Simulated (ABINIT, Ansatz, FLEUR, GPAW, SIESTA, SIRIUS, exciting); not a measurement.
# Ru: 8 runs at one level of theory

```
Ru
1.0
     2.70580    0.00000    0.00000
    -1.35290    2.34329    0.00000
     0.00000    0.00000    4.28190
Ru
2
Direct
  0.67236 0.34385 0.74518
  0.32157 0.68043 0.24367
```

Atoms were shifted at random by some hundredths of an Å from the given cell, which wasn't relaxed again for these runs.

Alike in all runs: task single point; functional PBEsol; k mesh 11 × 11 × 6; occupations fermi-dirac, width 0.05 eV; no spin polarisation; no spin-orbit coupling. Pressure is positive in compression and, in plane waves, holds the error of the finite cutoff, which Ansatz's Pulay term estimates and takes out.

```
                                                                                      program and potentials  plane-wave cutoff (eV)                                                                                   notes  pressure (GPa)  largest force (eV/Å)  energy over the undisturbed cell (meV/atom)
                                                                                          Ansatz, Ansatz PAW                     420  potentials made for PBE, which Ansatz adapts in part; Pulay term of +0.04 GPa included           -6.08                 0.346                                         4.65
                                                              Ansatz, all-electron LAPW, scalar-relativistic                       -                                                                                       -           -6.10                 0.346                                            -
SIESTA, files PseudoDojo sr-pbesol-0.4.1-standard, DZP (energy shift 0.003 Ry; two zetas on semicore shells)                       -                                                                            atomic basis           -2.41                 0.370                                         5.01
                                                             ABINIT, PseudoDojo NC SR PBEsol v0.4.1 standard                    1143                                                                                       -           -5.58                 0.349                                         4.68
                                                           GPAW, PAW data sets generated for this functional                     600                                                                                       -           -6.83                 0.342                                         4.59
                             exciting, all-electron LAPW+lo, shipped species files, valence relativity iora*                       -                                                                                       -               -                 0.350                                         4.70
                                                                                  FLEUR, all-electron, FLAPW                       -                                                                                       -               -                 0.347                                         4.65
                                              SIRIUS, PseudoDojo 0.4.1 PBEsol standard (scalar relativistic)                    1152                                                                                       -           -5.57                 0.349                                         4.68
```

Force on atom 1 (Ru), eV/Å:

```json
{"program and potentials": "Ansatz, Ansatz PAW", "x": "-0.334", "y": "0.050", "z": "-0.077"}
{"program and potentials": "Ansatz, all-electron LAPW, scalar-relativistic", "x": "-0.334", "y": "0.050", "z": "-0.077"}
{"program and potentials": "SIESTA, files PseudoDojo sr-pbesol-0.4.1-standard, DZP (energy shift 0.003 Ry; two zetas on semicore shells)", "x": "-0.352", "y": "0.055", "z": "-0.099"}
{"program and potentials": "ABINIT, PseudoDojo NC SR PBEsol v0.4.1 standard", "x": "-0.337", "y": "0.050", "z": "-0.078"}
{"program and potentials": "GPAW, PAW data sets generated for this functional", "x": "-0.330", "y": "0.049", "z": "-0.076"}
{"program and potentials": "exciting, all-electron LAPW+lo, shipped species files, valence relativity iora*", "x": "-0.337", "y": "0.050", "z": "-0.080"}
{"program and potentials": "FLEUR, all-electron, FLAPW", "x": "-0.334", "y": "0.050", "z": "-0.077"}
{"program and potentials": "SIRIUS, PseudoDojo 0.4.1 PBEsol standard (scalar relativistic)", "x": "-0.337", "y": "0.050", "z": "-0.078"}
```

The pressure spans -6.83 (GPAW, PAW data sets generated for this functional) to -2.41 GPa (SIESTA, files PseudoDojo sr-pbesol-0.4.1-standard, DZP (energy shift 0.003 Ry; two zetas on semicore shells)), with all-electron results at -6.10. Rows in atomic bases carry the error of their basis and grid, which can be large.

The functional is the same throughout but for its coding, so the spread measures potentials, basis and numerics; runs on potential files found faulty are left out.
